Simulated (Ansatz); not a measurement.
**FePt and the effect of the starting magnetic order**

Symmetry: P4/mmm, No. 123, tetragonal system. Conventional cell: a = 2.724 Å, b = 2.724 Å, c = 3.720 Å, α = 90.00°, β = 90.00°, γ = 90.00°. Around Pt (site symmetry 4/mmm) lie 8 Fe at 2.68 Å and 4 Pt at 2.72 Å. Fe (site symmetry 4/mmm) is surrounded by 8 Pt at 2.68 Å and 4 Fe at 2.72 Å.

Kept alike: task single point; functional PBEsol; k mesh 10 × 10 × 7; occupations fermi-dirac, width 0.05 eV. Program: Ansatz, Ansatz PAW, cutoff 420 eV. The mesh is that of the run's cell of 2 atoms. No spin-orbit coupling.

| starting magnetic order | largest site moment (μB) | moment of the cell (μB) | free energy over the lowest row (meV/atom) |
| --- | --- | --- | --- |
| ferromagnetic start, larger moments | 2.94 | 3.28 | 0.00 |
| fm | 2.94 | 3.28 | 0.00 |
| random | 2.94 | 3.28 | 0.00 |
| spin off | 0.00 | 0.00 | 345.63 |

For a metal such a mesh leaves the last digits unconverged. Moments of the cell are magnitudes, and a label names the start alone. The runs hold the magnetic state that their start led to, which needn't be the lowest. The row without spin has no moments by construction. Site moments count inside each atom's sphere or projector. All rows use potentials made for PBE.

Task: What does the starting magnetic order change here?

Result: The largest site moment runs from 0.00 (spin off) to 2.94 μB (ferromagnetic start, larger moments; fm; random). The moment of the cell runs from 0.00 (spin off) to 3.28 μB (ferromagnetic start, larger moments; fm; random). The free energy is lowest at ferromagnetic start, larger moments; fm; random, and 345.63 meV an atom higher at spin off. Starts that end at one energy have found one state: ferromagnetic start, larger moments; fm; random.
